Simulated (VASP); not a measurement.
The system is Ag.

```
CELL_PARAMETERS angstrom
0.00000 2.04275 2.04275
2.04275 0.00000 2.04275
2.04275 2.04275 0.00000
ATOMIC_POSITIONS crystal
Ag 0.00000 0.00000 0.00000
```

- Program: VASP 6.6.1
- Task: relaxation of cell and atoms
- Functional: vdW-DF-cx
- Potentials or basis: VASP PAW PBE potentials, release 64 (Ag)
- Cutoff: 600 eV
- k mesh: 11 × 11 × 11
- Occupations: fermi-dirac, width 0.05 eV
- Spin: no spin polarisation

At the start: pressure -2.2 GPa; volume 17.05 Å³/atom.

Where does the relaxation end?

Over 3 steps the energy falls by 2.7 meV/atom and the volume is 16.68 Å³/atom (-2.1 %); space group Fm-3m (No. 225, to 0.05 Å).

The path:
```tsv
step	energy change (eV)	largest force (eV/Å)	pressure (GPa)	volume (Å³)
1	0.0000	0.0000	-2.25	17.05
2	-0.0016	0.0000	1.75	16.46
3	-0.0027	0.0000	0.12	16.68
```

Final structure:
```
CELL_PARAMETERS angstrom
0.00000 2.02808 2.02808
2.02808 0.00000 2.02808
2.02808 2.02808 0.00000
ATOMIC_POSITIONS crystal
Ag 0.00000 0.00000 0.00000
```

Caveat: the PAW data sets were made with another functional, which shifts forces and pressure a little.
